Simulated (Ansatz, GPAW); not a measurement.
# Ballistic transport through 1,4-diisocyanobenzene between two Pd chains, from relaxation to T(E), part 2 of 4

How well does 1,4-diisocyanobenzene between two Pd chains conduct once its atoms have relaxed, and how much do cheaper levels lose?

GPAW 26.7.0 and Ansatz 0.2.0; Ansatz plane waves; relaxation of the junction with the lead ends held; PAW set soft_1 (the session's first sound run).

So far. Step 2 (Relaxation): The relaxation lowered the energy of the cell by 0.763 eV.

## (3) Plane-wave reference (PBE)

Plane waves give the reference curve, free of the bias of atom-centred orbitals.

This step: Ansatz plane waves; Landauer transmission by layers, zero bias; PAW set soft_1 (Ansatz 0.2.0).

The input, input.yaml:

```yaml
crystal:
  lattice:
    - [10.8160169661, 0.0, 0.0]
    - [0.0, 9.0, 0.0]
    - [0.0, 0.0, 49.5557231111]
  atoms:
    - { symbol: Pd, position: [0.5, 0.5, 0.02522413] }
    - { symbol: Pd, position: [0.5, 0.5, 0.0756723899] }
    - { symbol: Pd, position: [0.5, 0.5, 0.1261206498] }
    - { symbol: Pd, position: [0.5, 0.5, 0.1765689097] }
    - { symbol: Pd, position: [0.5, 0.5, 0.2270171696] }
    - { symbol: Pd, position: [0.5, 0.5, 0.2774654296] }
    - { symbol: Pd, position: [0.5327112201, 0.5280203862, 0.3286069264] }
    - { symbol: Pd, position: [0.4777905372, 0.4771536366, 0.3806473627] }
    - { symbol: C, position: [0.4934282886, 0.491191821, 0.4187677378] }
    - { symbol: "N", position: [0.4993984594, 0.4957425057, 0.4427847526] }
    - { symbol: C, position: [0.500267347, 0.4979831347, 0.4706413528] }
    - { symbol: H, position: [0.6995043793, 0.4988501234, 0.4739927448] }
    - { symbol: H, position: [0.3011981626, 0.4977237582, 0.4743392547] }
    - { symbol: C, position: [0.61253369, 0.4992837091, 0.4850631805] }
    - { symbol: C, position: [0.3885367513, 0.4986502487, 0.4852760181] }
    - { symbol: C, position: [0.6130832554, 0.5010509926, 0.5131570093] }
    - { symbol: C, position: [0.3890626118, 0.5004222445, 0.5133619786] }
    - { symbol: H, position: [0.7005316937, 0.5020565365, 0.5240461015] }
    - { symbol: H, position: [0.3020532079, 0.5009193304, 0.5244165244] }
    - { symbol: C, position: [0.5013529152, 0.5016419574, 0.527800318] }
    - { symbol: "N", position: [0.5018809447, 0.5041697338, 0.5556657732] }
    - { symbol: C, position: [0.5033807874, 0.5106772297, 0.579706526] }
    - { symbol: Pd, position: [0.5079639274, 0.5318288409, 0.617923958] }
    - { symbol: Pd, position: [0.4903326996, 0.4596979952, 0.6707361481] }
    - { symbol: Pd, position: [0.5, 0.5, 0.7225345704] }
    - { symbol: Pd, position: [0.5, 0.5, 0.7729828304] }
    - { symbol: Pd, position: [0.5, 0.5, 0.8234310903] }
    - { symbol: Pd, position: [0.5, 0.5, 0.8738793502] }
    - { symbol: Pd, position: [0.5, 0.5, 0.9243276101] }
    - { symbol: Pd, position: [0.5, 0.5, 0.97477587] }
kpoints:
  mp_grid: { grid: [1, 1, 2] }
hamiltonian:
  xc: pbe
  pseudopotentials: { kind: paw, azcp: { folder: soft_1 } }
scf:
  occupations: { method: fermi_dirac, width: 0.1 }
output:
  transmission:
    leads: [[0, 1]]
    e_range: [-2, 2]
    de: 0.025
    kmesh: [1, 1]
    reduced_basis: true
  write_potential: true
  write_density: true
  volumetric_format: npy
```

Started as:

```sh
ansatz run input.yaml --threads 4 --pin off --max-ram 8192MiB --backend cpu --events-out ev --progress --plain --runs-dir out
```

Numbers of over 12 decimals in the logs are rounded to 6 here.

Output:

```text
[...]
Crystal: 30 atoms, lattice volume = 4823.960 Å³
Basis set: ecut = 420 eV, 94103 PW (Γ)
Bands: 201, of which v1, the nominal top of the filled ones, is band 167 counted from 1 (166 counted from 0)
Symmetry: 1 space group operations
[...]
k-points: 2
[...]
SCF iter   1: F=—  HF=-114401.587849 eV  |F-HF|=—  |Δ(HF+E_count)|=         —  Δρ=5.66e-2  dr2=4.97e2  ethr=3.10e-3  ⟨swp⟩=12.5  Hψ=2182  notcnv=0
[...]
SCF iter  19: F=-114364.150373 eV  HF=-114364.150373 eV  |F-HF|=2.76e-8  |Δ(HF+E_count)|=   2.72e-7  Δρ=9.64e-7  dr2=8.14e-8  ethr=2.99e-11  ⟨swp⟩=20.5  Hψ=1680  notcnv=0
SCF 1 converged in 19 iterations: F = -114364.150373 eV  dr2 = 8.14e-8
[...]
transmission: 8 of 78 steps passed
transmission: 16 of 78 steps passed
[...]
transmission: 78 of 78 steps passed
WARN: The output density's exchange-correlation potential varies sharply where the density is thin. Do not read a vacuum level from v_tot or v_xc, or from such a field of the output density. On a cell that repeats whose density bears no net charge and no dipole along the vacuum's axis use v_es (v_loc + v_h of the components); under efield.dipole_correction with no amplitude use v_es + v_field, which holds any externa [...]
SCF converged after 19 iterations
Free energy (F): -114364.150373 eV
[...]
Internal energy: -114362.544528 eV  (E = F + TS)
E sigma→0 (E₀):  -114363.347451 eV
Entropy (-TS):   -1.605845 eV (-53.528 meV/atom)
Fermi energy:    -3.655173 eV
[...]
--- Band table (eV) ---
  k-point 0: bands = [... 163 lower, -3.8162, -3.7527, -3.6849, -3.6720, -3.6596, -3.6110, -3.5553, -3.5549, ... 30 higher]
  k-point 1: bands = [... 163 lower, -3.8144, -3.7475, -3.6845, -3.6714, -3.6598, -3.6139, -3.5556, -3.5549, ... 30 higher]
--- Transmission ---
  basis      : 855 plane waves across, 78 finite elements along
  points     : 1, standing for a mesh of 1 x 1
  filling    : by the input's occupations and mesh, since the crystals that have channels conduct as metals do. If one of these is a semiconductor, that mesh has misplaced its level
  energies   : 161 from -2.000000 to 2.000000 eV about the Fermi level, 0.025000 eV apart; the leads are filled to 0.000000 eV, and channels, transmission and decay are at 0.000000 eV
  crystal 0  : Pd1, at the sites [0, 1], period 2.5000 Å, over 30.00 Å; its Hamiltonian steps by up to 1.3 meV
    offset         : up to 0.0000 Å between an atom of the period and one for which it stands
    filled         : 11.3 meV under the level at which it is neutral
    channels       : 4.000000e0 a spin
    conductance    : 3.1749e14 S/m² at 300 K; may be off by some 0.0 % by where its bands' edges are placed, 0.2 % from the distance to neutral
  junction   : crystal 0 to crystal 0, 0.70 to 47.75 Å
    transmission   : 8.961912e-3 a spin
    conductance    : 6.9871e11 S/m² at 300 K (6.9872e11 on every other energy)
    error estimate : 0.0 % from the energy spacing and 0.0 % from band edges of the leads and from resonances (wavevectors taken as independent; lower de), 1.4 % from the steps of its leads' Hamiltonians or their offsets (lay more layers), 6.1 % from the distance to neutral
    resistance     : 1.4281e0 Ω µm² beyond half of each lead's own
```

The job ended after 84 min (4 threads of Arm Neoverse V1, shared host; peak memory 6.9 GiB; 4.5 h of CPU time).

The column dr2 measures how far the density is from self-consistency, as an energy; F and HF (Harris–Foulkes) agree once it is small.

This step gave:

- free energy: -114364.1504 eV
- lead level: 0 eV from the Fermi level
- transmission at the Fermi level (one spin): 0.008962
- open channels of the lead at the Fermi level (one spin): 4
- step of the potential along the lead: 1.3 meV
- offset of the lead: 0 Å
- filling of the lead less its bulk value, in size: 11.3 meV
- conductance: 0.008778 G₀

One spin. Table of transmission, zone mean by energy, zero at the Fermi level:

| energy (eV) | transmission, zone mean |
| --- | --- |
| -2.000 | 0.178 |
| -1.800 | 0.654 |
| -1.600 | 0.923 |
| -1.500 | 0.934 |
| -1.400 | 0.911 |
| -1.200 | 0.655 |
| -1.000 | 0.298 |
| -0.800 | 0.172 |
| -0.600 | 0.0355 |
| -0.550 | 0.326 |
| -0.400 | 0.0233 |
| -0.200 | 0.0159 |
| 0.000 | 0.00896 |
| 0.200 | 7.6e-5 |
| 0.400 | 1.0e-4 |
| 0.600 | 1.4e-4 |
| 0.800 | 2.0e-4 |
| 1.000 | 3.3e-4 |
| 1.200 | 6.7e-4 |
| 1.400 | 0.00247 |
| 1.575 | 0.332 |
| 1.600 | 0.275 |
| 1.800 | 0.00123 |
| 2.000 | 2.4e-4 |

One spin. The open channels, zone mean by energy, zero at the Fermi level:

energy (eV), open channels, zone mean and a bar from the least value:
```
   -2.000       3.00 ###############
   -1.900       3.00 ###############
   -1.800       3.00 ###############
   -1.700       3.00 ###############
   -1.600       3.00 ###############
   -1.500       3.00 ###############
   -1.400       3.00 ###############
   -1.300       3.00 ###############
   -1.200       3.00 ###############
   -1.100       5.00 ##############################
   -1.000       5.00 ##############################
   -0.900       5.00 ##############################
   -0.800       5.00 ##############################
   -0.700       5.00 ##############################
   -0.600       5.00 ##############################
   -0.500       4.00 ######################
   -0.400       4.00 ######################
   -0.300       4.00 ######################
   -0.200       4.00 ######################
   -0.100       4.00 ######################
    0.000       4.00 ######################
    0.100       4.00 ######################
    0.200       1.00 
    0.300       1.00 
    0.400       1.00 
    0.500       1.00 
    0.600       1.00 
    0.700       1.00 
    0.800       1.00 
    0.900       1.00 
    1.000       1.00 
    1.100       1.00 
    1.200       1.00 
    1.300       1.00 
    1.400       1.00 
    1.500       1.00 
    1.600       1.00 
    1.700       1.00 
    1.800       1.00 
    1.900       1.00 
    2.000       1.00
```

Crystal 0, spin -, k parallel (0, 0); distinct values, listed up to 1.5 1/Å. The Im kz of the slowest decaying states by energy, zero at the Fermi level:

| energy (eV) | decay 1 (Å⁻¹) | decay 2 (Å⁻¹) | decay 3 (Å⁻¹) | decay 4 (Å⁻¹) |
| --- | --- | --- | --- | --- |
| -2.000 | 0.729 | 0.819 | 0.819 | 1.32 |
| -1.800 | 0.679 | 0.728 | 0.729 | 1.31 |
| -1.600 | 0.614 | 0.615 | 0.625 | 1.29 |
| -1.400 | 0.453 | 0.453 | 0.565 | 1.27 |
| -1.200 | 0.0775 | 0.0802 | 0.498 | 1.25 |
| -1.000 | 0.419 | 1.23 | 1.26 | 1.26 |
| -0.800 | 0.321 | 1.20 | 1.24 | 1.24 |
| -0.600 | 0.175 | 1.18 | 1.22 | 1.22 |
| -0.400 | 0.395 | 0.395 | 1.16 | 1.20 |
| -0.200 | 0.551 | 1.14 | 1.17 | 1.18 |
| 0.000 | 0.656 | 1.12 | 1.15 | 1.16 |
| 0.200 | 0.0865 | 0.0871 | 0.101 | 0.734 |
| 0.400 | 0.177 | 0.177 | 0.225 | 0.797 |
| 0.600 | 0.228 | 0.228 | 0.301 | 0.849 |
| 0.800 | 0.263 | 0.263 | 0.361 | 0.894 |
| 1.000 | 0.288 | 0.289 | 0.411 | 0.932 |
| 1.200 | 0.306 | 0.307 | 0.454 | 0.966 |
| 1.400 | 0.319 | 0.320 | 0.492 | 0.964 |
| 1.600 | 0.326 | 0.327 | 0.525 | 0.941 |
| 1.800 | 0.328 | 0.330 | 0.555 | 0.917 |
| 2.000 | 0.324 | 0.327 | 0.582 | 0.887 |

Crystal 0, spin -, k parallel (0, 0). Re kz of states that move upwards against energy, zero at the Fermi level:

| energy (eV) | channel 1 (Å⁻¹) | channel 2 (Å⁻¹) | channel 3 (Å⁻¹) | channel 4 (Å⁻¹) | channel 5 (Å⁻¹) |
| --- | --- | --- | --- | --- | --- |
| -2.000 | -0.781 | -0.781 | 0.603 | - | - |
| -1.800 | -0.711 | -0.711 | 0.637 | - | - |
| -1.600 | -0.646 | -0.646 | 0.672 | - | - |
| -1.400 | -0.586 | -0.586 | 0.707 | - | - |
| -1.200 | -0.527 | -0.527 | 0.744 | - | - |
| -1.000 | -0.470 | -0.470 | 0.485 | 0.486 | 0.783 |
| -0.800 | -0.413 | -0.413 | 0.749 | 0.749 | 0.826 |
| -0.600 | -0.355 | -0.355 | 0.873 | 1.10 | 1.10 |
| -0.400 | -0.294 | -0.294 | 0.203 | 0.927 | - |
| -0.200 | -0.226 | -0.226 | 0.334 | 0.993 | - |
| 0.000 | -0.141 | -0.141 | 0.425 | 1.08 | - |
| 0.200 | 0.497 | - | - | - | - |
| 0.400 | 0.557 | - | - | - | - |
| 0.600 | 0.609 | - | - | - | - |
| 0.800 | 0.655 | - | - | - | - |
| 1.000 | 0.695 | - | - | - | - |
| 1.200 | 0.732 | - | - | - | - |
| 1.400 | 0.765 | - | - | - | - |
| 1.600 | 0.796 | - | - | - | - |
| 1.800 | 0.825 | - | - | - | - |
| 2.000 | 0.853 | - | - | - | - |

The electrostatic potential energy of an electron (with the applied field's), less the Fermi level, planar mean oscillates, so the rows of the table below give means over windows of 2.48 Å about each position, cut where the curve ends. Its first 14 maxima inside the range that stand out by 2 % of the span (Å: eV): 2.5: 5.08, 5.0: 5.08, 7.4: 5.07, 10.0: 5.06, 12.5: 5.03, 15.0: 4.99, 17.5: 4.81, 20.0: 4.72, 21.3: 4.21, 22.6: 3.97, 24.8: 3.63, 26.8: 3.96, 28.1: 4.19, 29.6: 4.72. Its first 14 minima: 1.2: 3.69, 3.7: 3.69, 6.2: 3.69, 8.8: 3.68, 11.3: 3.65, 13.8: 3.62, 16.2: 3.50, 18.9: 3.47, 20.8: 3.88, 22.0: 3.71, 23.8: 2.28, 25.7: 2.27, 27.4: 3.72, 28.6: 3.89.

The electrostatic potential energy of an electron (with the applied field's), less the Fermi level, planar mean by z; means over each step:

z (Å), electrostatic potential energy of an electron (with the applied field's), less the Fermi level, planar mean (eV) and a bar from the least value:
```
     1.24       4.43 ##############################
     3.72       4.43 ##############################
     6.20       4.42 ##############################
     8.68       4.42 ##############################
    11.16       4.39 #############################
    13.64       4.37 #############################
    16.12       4.25 ##########################
    18.60       4.18 ########################
    21.08       4.10 #######################
    23.56       3.08 
    26.04       3.09 
    28.52       4.14 ########################
    31.00       4.18 #########################
    33.48       4.25 ##########################
    35.96       4.36 #############################
    38.44       4.39 #############################
    40.92       4.42 ##############################
    43.40       4.42 ##############################
    45.88       4.43 ##############################
    48.36       4.38 #############################
```

The valence density, planar mean oscillates, so the rows of the table below give means over windows of 2.48 Å about each position, cut where the curve ends. Its first 14 maxima inside the range that stand out by 2 % of the span (Å: e/Å³): 1.2: 0.180, 3.7: 0.180, 6.2: 0.178, 8.8: 0.178, 11.3: 0.179, 13.8: 0.180, 16.2: 0.179, 18.9: 0.181, 21.9: 0.0503, 23.7: 0.102, 25.7: 0.101, 27.7: 0.0507, 30.6: 0.178, 33.2: 0.177. Its first 14 minima: 2.5: 0.0124, 5.0: 0.0124, 7.4: 0.0126, 10.0: 0.0125, 12.5: 0.0124, 15.0: 0.0118, 17.6: 0.00983, 20.0: 0.0212, 22.7: 0.0285, 24.8: 0.0548, 26.8: 0.0281, 29.6: 0.0211, 31.9: 0.00942, 34.6: 0.0113.

The valence density, planar mean by z; means over each step:

z (Å), valence density, planar mean (e/Å³) and a bar from the least value:
```
     1.24      0.074 ###########################
     3.72      0.074 ###########################
     6.20      0.074 ###########################
     8.68      0.074 ###########################
    11.16      0.074 ###########################
    13.64      0.074 ###########################
    16.12      0.074 ###########################
    18.60      0.075 ###########################
    21.08      0.035 #
    23.56      0.062 ###################
    26.04      0.061 ##################
    28.52      0.034 
    31.00      0.074 ##########################
    33.48      0.074 ###########################
    35.96      0.074 ###########################
    38.44      0.074 ###########################
    40.92      0.074 ###########################
    43.40      0.074 ###########################
    45.88      0.074 ###########################
    48.36      0.079 ##############################
```

The largest of the program's own error estimates on the conductance is 6.1 %. T at the Fermi level is 0.00896 of 4 open channels a spin.

(Continued in part 3 of 4.)

[Logs are printed without paths, hosts, clocks, repeated set-up lines and the standing remarks that a program may print on its own settings, such as how far it seeks lower states.]

[Hosts, paths, dates, database ids (printed as entryN), source tags and the programs' standing remarks are cut or masked in the printed files.]
